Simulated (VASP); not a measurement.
# SnTe (Pm-3m) in VASP: further runs

The runs below take SnTe through single point, with LDA.

Everything below comes from runs of VASP 6.6.1. Logs are shortened: lines on timing, memory, paths and dates and some standing lists are left out, and cuts for length are marked.

### Step 1. The crystal as given

It takes space group Pm-3m (No. 221, cubic). Conventional cell: a = 3.905 Å, b = 3.905 Å, c = 3.905 Å, α = 90.00°, β = 90.00°, γ = 90.00°. Around Te (site symmetry m-3m) lie 8 Sn at 3.38 Å. Sn (site symmetry m-3m) is surrounded by 8 Te at 3.38 Å.

Measurements of this composition are mostly on another form, of space group No. 225.

### Step 2. Single point, LDA

INCAR

```
SYSTEM = SnTe
ADDGRID = .False.
ALGO = Normal
EDIFF = 1E-6
ENCUT = 400
GGA = CA
ISIF = 2
ISMEAR = -5
LASPH = .True.
LCHARG = .False.
LREAL = .False.
LWAVE = .False.
NELM = 100
PREC = Accurate
SIGMA = 0.05
```

KPOINTS

```
k-points
0
Gamma
  7 7 7
  0 0 0
```

POSCAR

```
SnTe
1.0
    3.9047000000      0.0000000000      0.0000000000
    0.0000000000      3.9047000000      0.0000000000
    0.0000000000      0.0000000000      3.9047000000
Te Sn
1 1
Direct
    0.5000000000      0.5000000000      0.5000000000
    0.0000000000      0.0000000000      0.0000000000
```

Potentials or basis: VASP PAW LDA potentials, release 64 (Te, Sn_d).

Started as:

```
$ cat potpaw_LDA.64/Te/POTCAR potpaw_LDA.64/Sn_d/POTCAR > POTCAR
$ mpirun -np 1 vasp_std > vasp.out
```

OUTCAR:

```text
SYSTEM = SnTe
   EDIFF = 1E-6
   ENCUT = 400
   GGA = CA
   ISIF = 2
   ISMEAR = -5
   LASPH = .True.
   LREAL = .False.
   NELM = 100
   PREC = Accurate

 Found     20 irreducible k-points:

 Following reciprocal coordinates:
            Coordinates               Weight
  0.000000  0.000000  0.000000      1.000000
  0.142857  0.000000  0.000000      6.000000
  0.285714  0.000000  0.000000      6.000000
  0.428571  0.000000  0.000000      6.000000
  0.142857  0.142857  0.000000     12.000000
  0.285714  0.142857  0.000000     24.000000
   k-points           NKPTS =     20   k-points in BZ     NKDIM =     20   number of bands    NBANDS=     14
   number of dos      NEDOS =    301   number of ions     NIONS =      2
   total plane-waves  NPLWV =  21952
   dimension x,y,z NGX =    28 NGY =   28 NGZ =   28
   dimension x,y,z NGXF=    56 NGYF=   56 NGZF=   56
   ions per type =               1   1
   NGX,Y,Z   is equivalent  to a cutoff of  11.92, 11.92, 11.92 a.u.
   NGXF,Y,Z  is equivalent  to a cutoff of  23.84, 23.84, 23.84 a.u.
 SYSTEM =  SnTe
   PREC   = accura    normal or accurate (medium, high low for compatibility)
   ISTART =      0    job   : 0-new  1-cont  2-samecut
   ICHARG =      2    charge: 1-file 2-atom 10-const
   ISPIN  =      1    spin polarized calculation?
   LNONCOLLINEAR =      F non collinear calculations
   LSORBIT =      F    spin-orbit coupling
   LASPH  =      T    aspherical Exc in radial PAW
   ENCUT  =  400.0 eV  29.40 Ry    5.42 a.u.   6.37  6.37  6.37*2*pi/ulx,y,z
   NELM   =    100;   NELMIN=  2; NELMDL= -5     # of ELM steps
   EDIFF  = 0.1E-05   stopping-criterion for ELM
   LREAL  =      F    real-space projection
   EDIFFG = 0.1E-04   stopping-criterion for IOM
   NSW    =      0    number of steps for IOM
   IBRION =     -1    ionic relax: 0-MD 1-quasi-New 2-CG
   NFREE  =      0    steps in history (QN), initial steepest desc. (CG)
   ISIF   =      2    stress and relaxation
   ISYM   =      2    0-nonsym 1-usesym 2-fastsym
   POTIM  = 0.5000    time-step for ionic-motion
   TEBEG  =    0.0;   TEEND  =   0.0 temperature during run
   PSTRESS=    0.0 pullay stress
   NELECT =      20.0000    total number of electrons
   NUPDOWN=      -1.0000    fix difference up-down
   EMIN   =  10.00;   EMAX   =-10.00  energy-range for DOS
   EFERMI =   0.00;   METHOD = LEGACY
   ISMEAR =    -5;   SIGMA  =   0.05  broadening in eV -4-tet -1-fermi 0-gaus
   EFERMI_NEDOS =   21; number of points for ismear=-14 and -15
   IALGO  =     38    algorithm
   IMIX   =      4    mixing-type and parameters
     AMIX     =   0.40;   BMIX     =  1.00
     AMIX_MAG =   1.60;   BMIX_MAG =  1.00
  volume/ion in A,a.u.               =      29.77       200.88
  Fermi-wavevector in a.u.,A,eV,Ry     =   1.138057  2.150615 17.621893  1.295173
  Thomas-Fermi vector in A             =   2.274761
   LORBIT       =      0    0 simple, 1 ext, 2 COOP (PROOUT), +10 PAW based schemes
   GGA     = CA    functional components
   LHFCALC =     F    Hartree Fock is set to
   AEXX    =    0.0000 exact exchange contribution
   IVDW    =     0    specifies the selected vdW correction
   LEPSILON=     F    determine dielectric tensor
   LRPA    =     F    only Hartree local field effects (RPA)
 non-spin polarized calculation
 Fermi weights with tetrahedron method with Bloechl corrections
  energy-cutoff  :      400.00
  volume of cell :       59.53
 maximum number of plane-waves:      1092
 NGX is ok and might be reduce to    28
   NGX = 13   NGY = 13   NGZ = 13

 number of electron      19.9999991 magnetization

 Free energy of the ion-electron system (eV)
  ---------------------------------------------------
  ext. energy  EPLUGINS =         0.00000000
  ---------------------------------------------------
  free energy    TOTEN  =        -8.37098143 eV

  energy without entropy =       -8.37098143  energy(sigma->0) =       -8.37098143

 E-fermi :   6.7371     XC(G=0): -10.0852

 val. band max:        6.9308010211   @ k =   0.2857   0.1429   0.1429
 cond. band min:       6.7068845634   @ k =   0.4286   0.2857   0.2857
 fundamental gap:     -0.2239164577
 Fermi energy:         6.7370953833

 k-point     1 :       0.0000    0.0000    0.0000
  band No.  band energies     occupation
      1     -14.7197      2.00000
      2     -14.7197      2.00000
      3     -14.6823      2.00000
      4     -14.6823      2.00000
      5     -14.6823      2.00000
      6      -5.4615      2.00000
      7       1.4063      2.00000
      8       5.1380      2.00000
      9       5.1380      2.00000
     10       5.1380      2.02822
     11      10.4744      0.00000
     12      10.4744      0.00000
     13      12.0839      0.00000
     14      12.0839      0.00000

 k-point     2 :       0.1429    0.0000    0.0000
  band No.  band energies     occupation
      1     -14.7194      2.00000
      2     -14.7135      2.00000
      3     -14.6844      2.00000
      4     -14.6844      2.00000
      5     -14.6822      2.00000
      6      -5.3031      2.00000
      7       0.9110      2.00000
      8       5.1096      2.00000
      9       5.3243      2.00000
     10       5.3243      2.12917
     11      10.6479      0.00000
     12      10.8448      0.00000
     13      11.5306      0.00000
     14      11.5306      0.00000
[... 37 lines left out ...]
      1     -14.7162      2.00000
      2     -14.7102      2.00000
      3     -14.6866      2.00000
      4     -14.6844      2.00000
      5     -14.6840      2.00000
      6      -5.1471      2.00000
      7       0.6598      2.00000
      8       4.2465      2.00000
      9       5.5031      2.00000
     10       6.1449      2.22642
     11       9.7070      0.00000
     12      11.1921      0.00000
     13      11.4157      0.00000
     14      11.4286      0.00000

 k-point     6 :       0.2857    0.1429    0.0000
  band No.  band energies     occupation
      1     -14.7146      2.00000
      2     -14.6973      2.00000
      3     -14.6916      2.00000
      4     -14.6887      2.00000
      5     -14.6838      2.00000
      6      -4.7211      2.00000
      7      -0.1620      2.00000
      8       4.0448      2.00000
      9       6.0006      2.00000
     10       6.7608      1.42161
     11       8.1132      0.00000
     12      10.2575      0.00000
     13      10.8604      0.00000
     14      12.1021      0.00000

 [... further k-points ...]

------------------------ aborting loop because EDIFF is reached ----------------------------------------

  FORCE on cell =-STRESS in cart. coord.  units (eV):
  Direction    XX          YY          ZZ          XY          YZ          ZX
  --------------------------------------------------------------------------------------
  -------------------------------------------------------------------------------------
  Total       -1.4546715     -1.4546715     -1.4546715      0.0000000      0.0000000     -0.0000000
  in kB      -39.1482629    -39.1482629    -39.1482629      0.0000000      0.0000000     -0.0000000
  external PRESSURE =     -39.1482629 kB  Pullay stress =       0.0000000 kB

 VOLUME and BASIS-vectors are now :
 -----------------------------------------------------------------------------
  energy-cutoff  :      400.00
  volume of cell :       59.53
      direct lattice vectors                 reciprocal lattice vectors
     3.904700000  0.000000000  0.000000000     0.256101621  0.000000000  0.000000000
     0.000000000  3.904700000  0.000000000     0.000000000  0.256101621  0.000000000
     0.000000000  0.000000000  3.904700000     0.000000000  0.000000000  0.256101621

 POSITION                                       TOTAL-FORCE (eV/Angst)
 -----------------------------------------------------------------------------------
      1.95235      1.95235      1.95235         0.000000      0.000000      0.000000
      0.00000      0.00000      0.00000         0.000000      0.000000      0.000000
 -----------------------------------------------------------------------------------
    total drift:                               -0.000000      0.000000     -0.000000

  FREE ENERGIE OF THE ION-ELECTRON SYSTEM (eV)
  ---------------------------------------------------
  free  energy   TOTEN  =        -8.3709814287 eV

  energy  without entropy=       -8.3709814287  energy(sigma->0) =       -8.37098143
```

OSZICAR:

```text
N       E                     dE             d eps       ncg     rms          rms(c)
DAV:   1     0.112322415122E+03    0.11232E+03   -0.83443E+03   560   0.137E+03
DAV:   2     0.126603458368E+01   -0.11106E+03   -0.10943E+03   584   0.330E+02
DAV:   3    -0.820094478514E+01   -0.94670E+01   -0.93652E+01   734   0.935E+01
DAV:   4    -0.843829159318E+01   -0.23735E+00   -0.24028E+00   666   0.161E+01
DAV:   5    -0.844789742807E+01   -0.96058E-02   -0.96277E-02   808   0.296E+00    0.450E+00
DAV:   6    -0.837387965402E+01    0.74018E-01   -0.35659E-01   770   0.424E+00    0.298E+00
DAV:   7    -0.837315009966E+01    0.72955E-03   -0.29045E-02   638   0.955E-01    0.124E+00
DAV:   8    -0.837054673461E+01    0.26034E-02   -0.24552E-03   656   0.420E-01    0.232E-01
DAV:   9    -0.837093146956E+01   -0.38473E-03   -0.23485E-04   770   0.993E-02    0.718E-02
DAV:  10    -0.837098227480E+01   -0.50805E-04   -0.23864E-05   638   0.279E-02    0.209E-02
DAV:  11    -0.837099287994E+01   -0.10605E-04   -0.81632E-07   424   0.655E-03    0.865E-03
DAV:  12    -0.837098229899E+01    0.10581E-04   -0.16371E-07   304   0.560E-03    0.834E-04
DAV:  13    -0.837098086584E+01    0.14331E-05   -0.34657E-08   292   0.177E-03    0.767E-04
DAV:  14    -0.837098142874E+01   -0.56289E-06   -0.77162E-09   292   0.931E-04
   1 F= -.83709814E+01 E0= -.83709814E+01  d E =0.000000E+00
```

stdout:

```text
POSCAR found type information on POSCAR TeSn
 POSCAR found :  2 types and       2 ions
 scaLAPACK will be used
 LDA part: xc-table for (Slater(with rela. corr.)+CA(PZ))
 , standard interpolation
 POSCAR, INCAR and KPOINTS ok, starting setup
 FFT: planning ... GRIDC
 FFT: planning ... GRID_SOFT
 FFT: planning ... GRID
 WAVECAR not read
 entering main loop
 -----------------------------------------------------------------------------
|                                                                             |
|           W    W    AA    RRRRR   N    N  II  N    N   GGGG   !!!           |
|           W    W   A  A   R    R  NN   N  II  NN   N  G    G  !!!           |
|           W    W  A    A  R    R  N N  N  II  N N  N  G       !!!           |
|           W WW W  AAAAAA  RRRRR   N  N N  II  N  N N  G  GGG   !            |
|           WW  WW  A    A  R   R   N   NN  II  N   NN  G    G                |
|           W    W  A    A  R    R  N    N  II  N    N   GGGG   !!!           |
|                                                                             |
|     Tetrahedron method does not include variations of the Fermi             |
|     occupations, so forces and stress will be inaccurate. We suggest        |
|     using a different smearing scheme ISMEAR = 1 or 2 for metals in         |
|     relaxations.                                                            |
|                                                                             |
 -----------------------------------------------------------------------------
```

Run time: 7.8 s. Hardware: 1 thread of AMD EPYC 9R14 (Zen 4), shared host; peak memory 0.11 GiB.

The run converged, but some of its settings lie outside the range that counts as converged, so its numbers aren't taken as properties of the crystal.

Results:

```
Free energy            : -8.3710 eV
Pressure               : -3.9 GPa
Band gap on the k mesh : none (metal or under the smearing width)
```

Caveat: tetrahedron occupations give inexact forces and stress in metals.

### Step 3. Single point, LDA

INCAR: that of step 2 with these lines changed.

```diff
@@ -4,6 +4,6 @@
 EDIFF = 1E-6
-ENCUT = 400
+ENCUT = 500
 GGA = CA
 ISIF = 2
-ISMEAR = -5
+ISMEAR = 0
 LASPH = .True.
```

KPOINTS is that of step 2.

POSCAR is that of step 2.

Potentials or basis: VASP PAW LDA potentials, release 64 (Te, Sn_d).

Started as:

```
$ cat potpaw_LDA.64/Te/POTCAR potpaw_LDA.64/Sn_d/POTCAR > POTCAR
$ mpirun -np 1 vasp_std > vasp.out
```

Run time: 7.2 s. Hardware: 1 thread of AMD EPYC 9R14 (Zen 4), shared host; peak memory 0.12 GiB.

The run converged, but some of its settings lie outside the range that counts as converged, so its numbers aren't taken as properties of the crystal.

What came out:

```
Free energy            : -8.3306 eV
Pressure               : -4.9 GPa
Band gap on the k mesh : none (metal or under the smearing width)
```

### Step 4. Single point, LDA

INCAR: that of step 3 with these lines changed.

```diff
@@ -13,3 +13,3 @@
 NELM = 100
-PREC = Accurate
+PREC = Low
 SIGMA = 0.05
```

KPOINTS is that of step 3.

POSCAR is that of step 3.

Started as:

```
$ cat potpaw_LDA.64/Te/POTCAR potpaw_LDA.64/Sn_d/POTCAR > POTCAR
$ mpirun -np 1 vasp_std > vasp.out
```

It took 5.2 s on 1 thread of AMD EPYC 9R14 (Zen 4), shared host; peak memory 0.09 GiB.

These settings aren't checked as converged: the numbers below hold their error.

Results:

```
Free energy            : -8.3297 eV
Pressure               : -4.8 GPa
Band gap on the k mesh : none (metal or under the smearing width)
```

### Step 5. Single point, LDA

INCAR: that of step 4 with these lines changed.

```diff
@@ -13,3 +13,3 @@
 NELM = 100
-PREC = Low
+PREC = Normal
 SIGMA = 0.05
```

KPOINTS is that of step 4.

POSCAR is that of step 4.

Started as:

```
$ cat potpaw_LDA.64/Te/POTCAR potpaw_LDA.64/Sn_d/POTCAR > POTCAR
$ mpirun -np 1 vasp_std > vasp.out
```

It took 5.5 s on 1 thread of AMD EPYC 9R14 (Zen 4), shared host; peak memory 0.11 GiB.

These settings aren't checked as converged: the numbers below hold their error.

What came out:

```yaml
Free_energy: -8.3306 eV
Pressure: -4.9 GPa
Band_gap_on_the_k_mesh: none (metal or under the smearing width)
```

### Step 6. For comparison

An earlier run on the cell as given: functional PBE; potentials or basis VASP PAW PBE potentials, release 64 (Te, Sn_d); cutoff 520 eV; k mesh 7 × 7 × 7; occupations fermi-dirac, width 0.05 eV; no spin polarisation.

* Pressure: -1.1 GPa
* Band gap on the k mesh: none (metal or under the smearing width)
